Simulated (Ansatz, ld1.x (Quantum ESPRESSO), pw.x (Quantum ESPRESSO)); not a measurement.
osmium: one change to the TM potential, in the atom and in the fcc crystal

osmium, norm-conserving Troullier–Martins (Kleinman–Bylander form), made with ld1.x (Quantum ESPRESSO) 7.5 (PBE, scalar-relativistic). Core [Xe] 4f14, reference 5d6 6s1.75 6p0.25. Waves: 6s (bound): rc 2.50 bohr; 6p (bound): rc 2.45 bohr; 5d (bound): rc 1.55 bohr. Local part: all-electron potential smoothed inside 2.30 bohr (lloc = -1). Core correction: a·sin(br)/r model core inside 1.25 bohr.

Change: local potential the s channel.

Cutoffs, loose and tight: the cutoffs (Ry, on a coarse ladder) from which the occupation-weighted sum of valence levels, in a spherical-Bessel basis at the reference potential, stays within 10 and 1 mRy of its value at 400 Ry. They do not see the model core or the augmentation charge, which bear on the density cutoff. Test errors are all-electron minus pseudo excitation energies from the reference, over the configurations 5d6 6s2 6p0; 5d6 6s1 6p0; 5d6 6s0 6p0; 5d5 6s2 6p0; 5d7 6s1 6p0; 5d5 6s0 6p0; 5d6 6s0 6p1; variants that change the core or the reference have their own tests.

Crystal test: fcc Os in pw.x 7.5, no spin, 15³ k-points, Fermi–Dirac smearing 0.01 Ry, cutoffs set for each file from its atomic test. The reference is all-electron LAPW (Ansatz 0.2.0) with the same functional, mesh and smearing; V0 and B0 come from Birch–Murnaghan fits to the pressures at five volumes. Errors are pseudo minus all-electron; Δ is the rms difference of the E(V) curves that follow from these fits, minima aligned, over ±6 % about the mean V0. Mesh and smearing are coarse, so the numbers serve the comparison and aren't converged zero-temperature values; the lattice is a test structure that the element need not adopt.

All-electron: a0 = 3.856 Å (V0 = 14.34 Å³/atom), B0 = 387.2 GPa.

Task: Does the change bring the crystal closer to the all-electron result?

Result: The mean pressure error goes from -6.77 to +15.16 GPa, so the change moves the solid further from the all-electron pressures. The B0 error goes the other way, from +2.8 to -1.6 %.

| quantity | base | changed |
| --- | --- | --- |
| outcome (atom) | generated | generated |
| cutoff, loose (atom) | 35 Ry | 35 Ry |
| cutoff, tight (atom) | 60 Ry | 60 Ry |
| bound ghosts (atom) | s | none |
| largest test error (meV) (atom) | -101 over the solved tests; 2 of 7 tests not solved or not reliable | -164 |
| cutoffs in pw.x (Ry) | 75/300 | 75/300 |
| a0 (Å) | 3.834 | 3.903 |
| a0 error (%) | -0.58 | +1.20 |
| B0 error (%) | +2.8 | -1.6 |
| Δ (meV/atom) | 21.4 | 44.2 |
| mean pressure error (GPa) | -6.77 | +15.16 |

Base: This is a poor potential for the solid. Note: ghost state, extra bound levels that the all-electron valence spectrum of the same l lacks: s at -4.1 eV. A true bound ghost makes a file unfit for plane-wave use. Atomic configuration tests: 2 of 7 tests not solved or not reliable. The logarithmic derivative shows an extra or strongly shifted pseudo pole above the reference energy (p near 1.12 Ry). Changed file: This is a poor potential for the solid.
